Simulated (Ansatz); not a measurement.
## GeTe (space group R3m, No. 160)

```
GeTe
1.0
    2.08094     1.20143     3.48782
   -2.08094     1.20143     3.48782
    0.00000    -2.40286     3.48782
Ge Te
1 1
Direct
  0.76166   0.76166   0.76166
  0.23834   0.23834   0.23834
```

Level of theory: DFT with PBEsol, PAW potentials and a 420 eV plane-wave cutoff in Ansatz (a first-principles code), scalar-relativistic without spin-orbit coupling. Γ-centred 10×10×10 mesh, Fermi–Dirac width 0.05 eV.

| Item | Value |
|---|---|
| Volume per atom | 26.16 Å³ |
| Density | 6.36 g/cm³ |
| Band gap | 0.51 eV (uncertain: the edges found on the path are not clean extrema) |
| Total energy | -5577.602 eV/atom (σ→0; compares only within this code and set-up) |

Spin-orbit coupling, missing from the scalar runs, can matter with Te. No phonon test of stability was made.
